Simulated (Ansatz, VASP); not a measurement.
**B4HN4 in VASP and in Ansatz**

```
B N H
1.0
     5.01753    0.00000    0.00000
    -2.50876    4.34530    0.00000
     0.00000    0.00000   15.50000
B N H
4 4 1
Cartesian
  0.0000 0.0000 4.0000
  -1.2544 2.1727 4.0000
  2.5088 0.0000 4.0000
  1.2544 2.1727 4.0000
  1.2544 0.7242 4.0000
  0.0000 2.8969 4.0000
  3.7631 0.7242 4.0000
  2.5088 2.8969 4.0000
  0.0000 0.0000 6.9207
```

Alike in both runs: functional PBE; dispersion D3(BJ); k mesh 6 × 6 × 1; occupations gaussian, width 0.05 eV; collinear spin.

Ansatz relaxed the structure, and its values are those at the end. VASP's run is a single point on that final structure, the one shown.

|  | VASP | Ansatz |
| --- | --- | --- |
| version | VASP 6.6.1 | Ansatz 0.2.0 |
| potentials or method | VASP PAW PBE potentials, release 64 (B, N, H) | scalar-relativistic, plane waves, PAW |
| plane-wave cutoff (eV) | 520 | 420 |
| valence electrons in the cell | 33 | 33 |

|  | VASP | Ansatz | Ansatz less VASP |
| --- | --- | --- | --- |
| gap on the k mesh at the Fermi level (eV) | 3.77 | 3.77 | +0.002 |
| least direct gap on the mesh (eV) | 4.60 | 4.60 | +0.003 |
| rms of the force components (eV/Å) | 0.006 | 0.006 | 0.0000 |
| net moment per atom (μB) | 0.11 | 0.11 | 0.000 |
| size of the moment on the site where the two differ most (μB) | 0.38 | 0.86 | +0.477 |

Site moments also hang on the region over which each program counts them.
